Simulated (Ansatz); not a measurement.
A crystal relaxed with r2SCAN in the plane-wave code Ansatz has space group Fm-3m (No. 225) and a = 7.406 Å.

```
atom  site       x       y       z
   S    4a  0.0000  0.0000  0.0000
  Xx    8c  0.2500  0.7500  0.7500
```

With r2SCAN the valence top lies at X and the conduction bottom at Γ, 2.75 eV higher; the smallest vertical gap, at Γ, is 2.95 eV. HSE06 gives an indirect gap of 3.31 eV, from X to Γ; the least direct gap is 3.50 eV at Γ. The PBE gap is indirect, 2.38 eV (X to Γ), below the direct gap of 2.58 eV at Γ. Meshes: r2SCAN 6×6×6, HSE06 4×4×4, PBE 6×6×6.

**Question.** Which element is Xx?
A. Cs
B. K
C. H
D. Rb

**Answer.** B. Xx is K: antifluorite K2S. S has 8 K at 3.21 Å; K has 4 S at 3.21 Å.

(Simulation; spin polarisation is off.)

The meshes of the hybrids are coarse, so their gaps aren't converged to the digits shown.
